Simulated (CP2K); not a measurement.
**Pt: single point with PBEsol**

Crystal: Pt.

```
Pt
1.0
     2.77313    0.00000    0.00000
     1.38657    2.40160    0.00000
     1.38657    0.80053    2.26425
Pt
1
Direct
  0.00000 0.00000 0.00000
```

```json
{
 "Program": "CP2K 2026.2",
 "Task": "single point",
 "Functional": "PBEsol",
 "Potentials or basis": "POTENTIAL_UZH Pt GTH-PBE-q18; TZVP-MOLOPT-PBE-GTH basis",
 "Density cutoff": "6123 eV",
 "k mesh": "12 × 12 × 12",
 "Occupations": "fermi-dirac, width 0.05 eV",
 "Spin": "no spin polarisation"
}
```

```
Pressure               : -0.2 GPa
Band gap on the k mesh : none (metal or under the smearing width)
```

Levels at points of the mesh, in eV from the Fermi level:
```
           k point  band 7  band 8  band 9  band 10  band 11  band 12
(0.00, 0.00, 0.00)   -3.86   -3.86   -1.65    -1.65    15.81    20.85
(0.00, 0.00, 0.50)   -3.92   -0.75    0.04     0.04     5.80    15.69
(0.00, 0.50, 0.50)    0.01    0.49    0.49     1.49     8.83    11.25
```

Run time: 100 s on 1 thread of Arm Neoverse V2, on a shared host, peak memory 0.26 GiB.

Caveat: the potentials were made for another functional, which shifts forces and pressure; the basis of atomic orbitals isn't converged, which shifts pressures, moduli and gaps. The run has no spin-orbit coupling, so splittings on Pt are missing.
